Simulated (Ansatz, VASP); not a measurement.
# One calculation of AsPt4, two programs

The input INCAR:

```
SYSTEM = AsPt4
PREC = Accurate
ENCUT = 520
EDIFF = 1E-7
ISMEAR = 0
SIGMA = 0.1
LREAL = .FALSE.
LASPH = .TRUE.
NELM = 80
ALGO = Fast
ISIF = 2
LWAVE = .FALSE.
LCHARG = .TRUE.
GGA = PE
LELF = .TRUE.
LVHAR = .TRUE.
NBANDS = 30
```

Contents of KPOINTS:

```
Automatic mesh
0
G
  4 4 4
  0 0 0
```

Contents of POSCAR:

```
AsPt4
1.0
   -2.8125561300      2.8125561300      2.8125561300
    2.8125561300     -2.8125561300      2.8125561300
    2.8125561300      2.8125561300     -2.8125561300
As Pt
1 4
Direct
    0.0000000000      0.0000000000      0.0000000000
    0.0000000000      0.0000000000      0.5000000000
    0.5000000000      0.0000000000      0.0000000000
    0.0000000000      0.5000000000      0.0000000000
    0.5000000000      0.5000000000      0.5000000000
```

Input for Ansatz:

```yaml
crystal:
  lattice:
    - [-2.81255613, 2.81255613, 2.81255613]
    - [2.81255613, -2.81255613, 2.81255613]
    - [2.81255613, 2.81255613, -2.81255613]
  atoms:
    - { symbol: As, position: [0.0, 0.0, 0.0] }
    - { symbol: Pt, position: [0.0, 0.0, 0.5] }
    - { symbol: Pt, position: [0.5, 0.0, 0.0] }
    - { symbol: Pt, position: [0.0, 0.5, 0.0] }
    - { symbol: Pt, position: [0.5, 0.5, 0.5] }
basis:
  ecutwfc: 420
kpoints:
  mp_grid: { grid: [4, 4, 4] }
hamiltonian:
  xc: pbe
scf:
  occupations: { method: gaussian, width: 0.1 }
  lower_state_search: "off"
output:
  forces: true
  stress: true
  eigenvalues: true
```

Change from the starting cell: species swapped into the Hg4Pt type (Im-3m, No. 229).

Alike in both runs: task single point; functional PBE; k mesh 4 × 4 × 4; occupations gaussian, width 0.1 eV; no spin polarisation.

|  | VASP | Ansatz |
| --- | --- | --- |
| version | VASP 6.6.1 | Ansatz 0.2.0 |
| potentials or method | VASP PAW PBE potentials, release 64 (As, Pt) | scalar-relativistic, plane waves, PAW |
| plane-wave cutoff (eV) | 520 | 420 |
| valence electrons in the cell | 45 | 87 |

VASP gave:

* gap on the k mesh at the Fermi level (eV): none
* pressure (GPa): 3.5

Task: What did Ansatz give for the same quantities?

Result: gap on the k mesh at the Fermi level (eV): none; pressure (GPa): 3.4.

A gap of «none» marks a metal or a gap that the smearing closes. The functional is the same, so the differences come from potentials, cutoffs and numerics. The two sets of potentials don't hold the same shells in valence.

Caveats: the k mesh is coarse (spacing up to 0.39 Å⁻¹), so the values aren't converged. Spin-orbit coupling is left out, which matters for the levels of Pt.
